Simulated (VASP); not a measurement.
# SiNi (Pmmn) in VASP: electric field gradients with PBEsol

Aim: the electric field gradients of SiNi with PBEsol.

Program: VASP 6.6.1. These are calculated values, not measurements. Logs are shortened: lines on timing, memory, paths and dates and some standing lists are left out, and cuts for length are marked.

### 1 The crystal as given

Symmetry: Pmmn, No. 59, orthorhombic system. The conventional cell has a = 2.943 Å, b = 3.280 Å, c = 4.677 Å, α = 90.00°, β = 90.00°, γ = 90.00°. Around Si (site symmetry mm2) lie 6 Ni at 2.34 to 2.37 Å and 4 Si at 2.65 Å. Ni (site symmetry mm2) has 6 Si at 2.34 to 2.37 Å and 4 Ni at 2.65 Å as nearest neighbours.

The cell is a database's computed one.

### 2 Electric field gradients, PBEsol

Contents of INCAR:

```
PREC = Accurate
ENCUT = 520
EDIFF = 1E-8
ISMEAR = -1
SIGMA = 0.05
LREAL = False
LASPH = True
NELM = 100
ALGO = Fast
ISIF = 2
LWAVE = False
LCHARG = False
GGA = PS
LEFG = True
NBANDS = 22
```

Contents of KPOINTS:

```
regular mesh
0
Gamma
  14 12 9
```

Contents of POSCAR:

```
SiNi
1.0
    2.9427706600      0.0000000000      0.0000000000
    0.0000000000      3.2803255400      0.0000000000
    0.0000000000      0.0000000000      4.6774467600
Si Ni
2 2
Direct
    0.0000000000      0.0000000000      0.1568568400
    0.5000000000      0.5000000000      0.8431431600
    0.0000000000      0.0000000000      0.6575044100
    0.5000000000      0.5000000000      0.3424955900
```

Potentials or basis: VASP PAW PBE potentials, release 64 (Si, Ni).

Started as:

```
> cat potpaw_PBE.64/Si/POTCAR potpaw_PBE.64/Ni/POTCAR > POTCAR
> mpirun -np 1 vasp_std > vasp.out
```

OUTCAR:

```text
PREC = Accurate
   ENCUT = 520
   EDIFF = 1E-8
   ISMEAR = -1
   LREAL = False
   LASPH = True
   NELM = 100
   ISIF = 2
   GGA = PS

 ion  position               nearest neighbor table
   1  0.000  0.000  0.157-   3 2.34   3 2.34   4 2.37   4 2.37   4 2.37   4 2.37   2 2.65   2 2.65
                             2 2.65   2 2.65
   2  0.500  0.500  0.843-   4 2.34   4 2.34   3 2.37   3 2.37   3 2.37   3 2.37   1 2.65   1 2.65
                             1 2.65   1 2.65
   3  0.000  0.000  0.658-   1 2.34   1 2.34   2 2.37   2 2.37   2 2.37   2 2.37   4 2.65   4 2.65
                             4 2.65   4 2.65
   4  0.500  0.500  0.342-   2 2.34   2 2.34   1 2.37   1 2.37   1 2.37   1 2.37   3 2.65   3 2.65
                             3 2.65   3 2.65

  LATTYP: Found a simple orthorhombic cell.
 ALAT       =     2.9427706600
 B/A-ratio  =     1.1147064855
 C/A-ratio  =     1.5894703667

  Lattice vectors:

 A1 = (   2.9427706600,   0.0000000000,   0.0000000000)
 A2 = (   0.0000000000,   3.2803255400,   0.0000000000)
 A3 = (   0.0000000000,   0.0000000000,   4.6774467600)

Analysis of symmetry for initial positions (statically):
=====================================================================
 Subroutine PRICEL returns:
 Original cell was already a primitive cell.

 Routine SETGRP: Setting up the symmetry group for a
 simple orthorhombic supercell.

 Subroutine GETGRP returns: Found  8 space group operations
 (whereof  4 operations were pure point group operations)
 out of a pool of  8 trial point group operations.

The static configuration has the point symmetry C_2v.
 The point group associated with its full space group is D_2h.

Analysis of symmetry for dynamics (positions and initial velocities):
=====================================================================
 Subroutine PRICEL returns:
 Original cell was already a primitive cell.

 Routine SETGRP: Setting up the symmetry group for a
 simple orthorhombic supercell.

 Subroutine GETGRP returns: Found  8 space group operations
 (whereof  4 operations were pure point group operations)
 out of a pool of  8 trial point group operations.

The dynamic configuration has the point symmetry C_2v.
 The point group associated with its full space group is D_2h.

 Subroutine INISYM returns: Found  8 space group operations
 (whereof  4 operations are pure point group operations),
 and found     1 'primitive' translations

----------------------------------------------------------------------------------------

                                     Primitive cell

  volume of cell :      45.1525

  direct lattice vectors                    reciprocal lattice vectors
     2.942770660  0.000000000  0.000000000     0.339815812  0.000000000  0.000000000
     0.000000000  3.280325540  0.000000000     0.000000000  0.304847793  0.000000000
     0.000000000  0.000000000  4.677446760     0.000000000  0.000000000  0.213791851

  length of vectors
     2.942770660  3.280325540  4.677446760     0.339815812  0.304847793  0.213791851

  position of ions in fractional coordinates (direct lattice)
     0.000000000  0.000000000  0.156856840
     0.500000000  0.500000000  0.843143160
     0.000000000  0.000000000  0.657504410
     0.500000000  0.500000000  0.342495590

  ion indices of the primitive-cell ions
   primitive index   ion index
                 1           1
                 2           2
                 3           3
                 4           4

----------------------------------------------------------------------------------------

 KPOINTS: regular mesh

Automatic generation of k-mesh.
 Grid dimensions read from file:
 generate k-points for:   14   12    9

 Generating k-lattice:

  Cartesian coordinates                     Fractional coordinates (reciprocal lattice)
     0.024272558  0.000000000  0.000000000     0.071428571  0.000000000  0.000000000
     0.000000000  0.025403983  0.000000000     0.000000000  0.083333333  0.000000000
     0.000000000  0.000000000  0.023754650     0.000000000  0.000000000  0.111111111

  Length of vectors
     0.024272558  0.025403983  0.023754650

  Shift w.r.t. Gamma in fractional coordinates (k-lattice)
     0.000000000  0.000000000  0.000000000

 Subroutine IBZKPT returns following result:
 ===========================================

 Found    280 irreducible k-points:

 Following reciprocal coordinates:
            Coordinates               Weight
  0.000000  0.000000  0.000000      1.000000
  0.071429  0.000000  0.000000      2.000000
  0.142857  0.000000  0.000000      2.000000
  0.214286  0.000000  0.000000      2.000000
  0.285714  0.000000  0.000000      2.000000
  0.357143  0.000000  0.000000      2.000000
[... 16 lines left out ...]
  0.428571  0.166667  0.000000      4.000000
  0.500000  0.166667  0.000000      2.000000
 [... further k-points ...]
   k-points           NKPTS =    280   k-points in BZ     NKDIM =    280   number of bands    NBANDS=     22
   number of dos      NEDOS =    301   number of ions     NIONS =      4
   total plane-waves  NPLWV =  20736
   dimension x,y,z NGX =    24 NGY =   24 NGZ =   36
   dimension x,y,z NGXF=    48 NGYF=   48 NGZF=   72
   ions per type =               2   2
   NGX,Y,Z   is equivalent  to a cutoff of  13.56, 12.16, 12.80 a.u.
   NGXF,Y,Z  is equivalent  to a cutoff of  27.12, 24.33, 25.59 a.u.
 SYSTEM =  unknown system
   PREC   = accura    normal or accurate (medium, high low for compatibility)
   ISTART =      0    job   : 0-new  1-cont  2-samecut
   ICHARG =      2    charge: 1-file 2-atom 10-const
   ISPIN  =      1    spin polarized calculation?
   LNONCOLLINEAR =      F non collinear calculations
   LSORBIT =      F    spin-orbit coupling
   LASPH  =      T    aspherical Exc in radial PAW
   ENCUT  =  520.0 eV  38.22 Ry    6.18 a.u.   5.47  6.10  8.70*2*pi/ulx,y,z
   NELM   =    100;   NELMIN=  2; NELMDL= -5     # of ELM steps
   EDIFF  = 0.1E-07   stopping-criterion for ELM
   LREAL  =      F    real-space projection
   EDIFFG = 0.1E-06   stopping-criterion for IOM
   NSW    =      0    number of steps for IOM
   IBRION =     -1    ionic relax: 0-MD 1-quasi-New 2-CG
   NFREE  =      0    steps in history (QN), initial steepest desc. (CG)
   ISIF   =      2    stress and relaxation
   ISYM   =      2    0-nonsym 1-usesym 2-fastsym
   POTIM  = 0.5000    time-step for ionic-motion
   TEBEG  =    0.0;   TEEND  =   0.0 temperature during run
   PSTRESS=    0.0 pullay stress
   NELECT =      28.0000    total number of electrons
   NUPDOWN=      -1.0000    fix difference up-down
   EMIN   =  10.00;   EMAX   =-10.00  energy-range for DOS
   EFERMI =   0.00;   METHOD = LEGACY
   ISMEAR =    -1;   SIGMA  =   0.05  broadening in eV -4-tet -1-fermi 0-gaus
   EFERMI_NEDOS =   21; number of points for ismear=-14 and -15
   IALGO  =     68    algorithm
   IMIX   =      4    mixing-type and parameters
     AMIX     =   0.40;   BMIX     =  1.00
     AMIX_MAG =   1.60;   BMIX_MAG =  1.00
  volume/ion in A,a.u.               =      11.29        76.18
  Fermi-wavevector in a.u.,A,eV,Ry     =   1.396047  2.638147 26.517045  1.948948
  Thomas-Fermi vector in A             =   2.519440
   LORBIT       =      0    0 simple, 1 ext, 2 COOP (PROOUT), +10 PAW based schemes
   GGA     = PS    functional components
   LHFCALC =     F    Hartree Fock is set to
   AEXX    =    0.0000 exact exchange contribution
   IVDW    =     0    specifies the selected vdW correction
   LEPSILON=     F    determine dielectric tensor
   LRPA    =     F    only Hartree local field effects (RPA)
 non-spin polarized calculation
 RMM-DIIS sequential band-by-band and
  energy-cutoff  :      520.00
  volume of cell :       45.15
 maximum number of plane-waves:      1230
 NGX is ok and might be reduce to    24
   NGX = 11   NGY = 13   NGZ = 17

 number of electron      28.0000012 magnetization

 Free energy of the ion-electron system (eV)
  ---------------------------------------------------
  ext. energy  EPLUGINS =         0.00000000
  ---------------------------------------------------
  free energy    TOTEN  =       -25.96427545 eV

  energy without entropy =      -25.95462262  energy(sigma->0) =      -25.95944904

 E-fermi :  11.6264     XC(G=0): -12.7195

 val. band max:       11.6237814161   @ k =   0.0000   0.1667   0.4444
 cond. band min:      11.6302784680   @ k =   0.3571   0.3333   0.0000
 fundamental gap:      0.0064970519
 Fermi energy:        11.6264234903

 k-point     1 :       0.0000    0.0000    0.0000
  band No.  band energies     occupation
      1      -2.5076      2.00000
      2       3.3243      2.00000
      3       4.9417      2.00000
      4       7.3158      2.00000
      5       7.8162      2.00000
      6       8.6247      2.00000
[... 14 lines left out ...]
     21      19.5293      0.00000
     22      20.5372      0.00000

 k-point     2 :       0.0714    0.0000    0.0000
  band No.  band energies     occupation
      1      -2.4216      2.00000
      2       3.3903      2.00000
      3       5.0102      2.00000
      4       7.3024      2.00000
      5       7.8498      2.00000
      6       8.5601      2.00000
[... 14 lines left out ...]
     21      19.6243      0.00000
     22      20.5999      0.00000

 k-point     3 :       0.1429    0.0000    0.0000
  band No.  band energies     occupation
      1      -2.1641      2.00000
      2       3.5809      2.00000
      3       5.2114      2.00000
      4       7.1656      2.00000
      5       7.9466      2.00000
      6       8.3290      2.00000
[... 14 lines left out ...]
     21      20.1195      0.00000
     22      20.7359      0.00000
[... 476 lines left out ...]
 k-point    23 :       0.4286    0.1667    0.0000
  band No.  band energies     occupation
      1       0.8242      2.00000
      2       2.8924      2.00000
      3       5.9763      2.00000
      4       6.8438      2.00000
      5       7.0694      2.00000
      6       7.2850      2.00000
[... 14 lines left out ...]
     21      19.5514      0.00000
     22      20.5869      0.00000

 k-point    24 :       0.5000    0.1667    0.0000
  band No.  band energies     occupation
      1       1.8228      2.00000
      2       1.8228      2.00000
      3       6.4889      2.00000
      4       6.4889      2.00000
      5       7.1511      2.00000
      6       7.1511      2.00000
[... 14 lines left out ...]
     21      20.1447      0.00000
     22      20.1450      0.00000

 [... further k-points ...]

------------------------ aborting loop because EDIFF is reached ----------------------------------------

  FORCE on cell =-STRESS in cart. coord.  units (eV):
  Direction    XX          YY          ZZ          XY          YZ          ZX
  --------------------------------------------------------------------------------------
  -------------------------------------------------------------------------------------
  Total        0.2811907      0.0039568      0.0505962      0.0000000      0.0000000      0.0000000
  in kB        9.9776744      0.1404025      1.7953388      0.0000000      0.0000000      0.0000000
  external PRESSURE =       3.9711385 kB  Pullay stress =       0.0000000 kB

 VOLUME and BASIS-vectors are now :
 -----------------------------------------------------------------------------
  energy-cutoff  :      520.00
  volume of cell :       45.15
      direct lattice vectors                 reciprocal lattice vectors
     2.942770660  0.000000000  0.000000000     0.339815812  0.000000000  0.000000000
     0.000000000  3.280325540  0.000000000     0.000000000  0.304847793  0.000000000
     0.000000000  0.000000000  4.677446760     0.000000000  0.000000000  0.213791851

 POSITION                                       TOTAL-FORCE (eV/Angst)
 -----------------------------------------------------------------------------------
      0.00000      0.00000      0.73369         0.000000      0.000000      0.080739
      1.47139      1.64016      3.94376         0.000000      0.000000     -0.080739
      0.00000      0.00000      3.07544         0.000000      0.000000     -0.069496
      1.47139      1.64016      1.60200         0.000000      0.000000      0.069496
 -----------------------------------------------------------------------------------
    total drift:                                0.000000      0.000000     -0.000000

  FREE ENERGIE OF THE ION-ELECTRON SYSTEM (eV)
  ---------------------------------------------------
  free  energy   TOTEN  =       -25.9642754518 eV

  energy  without entropy=      -25.9546226247  energy(sigma->0) =      -25.95944904

 Electric field gradients (V/A^2)
---------------------------------------------------------------------
 ion       V_xx      V_yy      V_zz      V_xy      V_xz      V_yz
---------------------------------------------------------------------
   1      25.703     5.701   -31.404     0.000     0.000     0.000
   2      25.703     5.701   -31.404    -0.000     0.000    -0.000
   3       2.987     8.375   -11.362     0.000     0.000    -0.000
   4       2.987     8.375   -11.362     0.000     0.000    -0.000
---------------------------------------------------------------------

 Electric field gradients after diagonalization (V/A^2)
 (convention: |V_zz| > |V_xx| > |V_yy|)
----------------------------------------------------------------------
 ion       V_xx      V_yy      V_zz     asymmetry (V_yy - V_xx)/ V_zz
----------------------------------------------------------------------
   1      25.703     5.701   -31.404       0.637
   2      25.703     5.701   -31.404       0.637
   3       8.375     2.987   -11.362       0.474
   4       8.375     2.987   -11.362       0.474
----------------------------------------------------------------------

           NMR quadrupolar parameters

 Cq : quadrupolar parameter    Cq=e*Q*V_zz/h
 eta: asymmetry parameters     (V_yy - V_xx)/ V_zz
 Q  : nuclear electric quadrupole moment in mb (millibarn)
----------------------------------------------------------------------
 ion       Cq(MHz)       eta       Q (mb)
----------------------------------------------------------------------
   1      -0.076       0.637       1.000
   2      -0.076       0.637       1.000
   3      -0.027       0.474       1.000
   4      -0.027       0.474       1.000
----------------------------------------------------------------------
```

It took 3.8 min on 1 thread of Intel Xeon Platinum 8488C (Sapphire Rapids), shared host; peak memory 0.34 GiB.

Results:

```
Free energy            : -25.9643 eV
Pressure               : 0.4 GPa
Largest force          : 0.081 eV/Å
Band gap on the k mesh : none (metal or under the smearing width)
```

Forces in eV/Å, atoms in the order of the input:
```
Si   0.000  0.000  0.081
Si   0.000  0.000 -0.081
Ni   0.000  0.000 -0.069
Ni   0.000  0.000  0.069
```

Levels at points of the mesh, in eV from the Fermi level:
```
           k point  band 11  band 12  band 13  band 14  band 15  band 16  band 17  band 18
(0.00, 0.00, 0.00)    -2.33    -2.04    -2.02    -1.34     1.28     2.76     5.22     5.58
(0.50, 0.00, 0.00)    -2.60    -2.60    -1.59    -1.59     1.79     1.79     3.48     3.48
(0.00, 0.50, 0.00)    -2.26    -2.26    -2.20    -2.20     1.18     1.18     5.03     5.03
(0.50, 0.50, 0.00)    -2.10    -2.10    -1.59    -1.59     1.61     1.61     1.97     1.97
```

Electric field gradients, principal values (V/Å²):
| atom | Vxx | Vyy | Vzz |
| --- | --- | --- | --- |
| 1 Si | 5.701 | 25.703 | -31.404 |
| 2 Si | 5.701 | 25.703 | -31.404 |
| 3 Ni | 2.987 | 8.375 | -11.362 |
| 4 Ni | 2.987 | 8.375 | -11.362 |

Caveat: the PAW data sets were made with another functional, which shifts forces and pressure a little.
